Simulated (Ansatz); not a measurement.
A run of Ansatz 0.2.0 is set up as follows.

The input input.yaml:

```yaml
crystal:
  lattice:
    - [0.0, 1.78337, 1.78337]
    - [1.78337, 0.0, 1.78337]
    - [1.78337, 1.78337, 0.0]
  atoms:
    - { symbol: C, position: [0.75, 0.75, 0.75] }
    - { symbol: C, position: [0.5, 0.5, 0.5] }
hamiltonian:
  xc: lda
  pseudopotentials: { kind: paw }
kpoints:
  mp_grid: { grid: [13, 13, 13] }
scf:
  occupations: { method: fermi_dirac, width: 0.05 }
output:
  forces: true
  stress: true
relax:
  f_tol: 0.01
  max_steps: 40
  cell: { stress_tol: 0.05 }
```

Potentials or basis: Ansatz PAW.

The run is started by

```bash
$ ansatz run input.yaml --threads 2 --pin off --max-ram 5120MiB --backend cpu --events-out ev --progress --plain --runs-dir out
```

**Question.** Estimate the band gap on the k mesh.

**Answer.** 4.18 eV.

**Question.** Estimate the relaxed volume.

**Answer.** 5.51 Å³/atom.

**Question.** Predict the relaxed cell.

**Answer.** a = 2.497 Å, b = 2.497 Å, c = 2.497 Å, α = 60.00°, β = 60.00°, γ = 60.00°.

**Question.** What does it give for the space group after relaxing (to 0.05 Å)?

**Answer.** Fd-3m (No. 227).

Step by step:
```tsv
step	energy change (eV)	largest force (eV/Å)	volume (Å³)
1	0.0000	0.0000	11.34
2	-0.0132	0.0000	11.14
3	-0.0162	0.0000	11.02
4	-0.0162	0.0000	11.02
5	-0.0138	0.0000	11.02
6	-0.0138	0.0000	11.01
7	-0.0138	0.0000	11.01
```

Caveat: odd divisions of the mesh miss points on the zone boundary, where band edges often lie, so the gap on the mesh can be too wide; the plane-wave basis is chosen anew once the cell has moved, so the energies of steps on either side of that aren't comparable; the pressure holds a Pulay correction of +1.3 GPa for the finite cutoff; the PAW data sets come from PBE, with cores solved anew for the run's functional, which leaves a small shift of forces and pressure.

The cell as given is a measured one (5.67 Å³/atom); LDA puts the equilibrium volume -2.9 % from it, thermal expansion not counted.
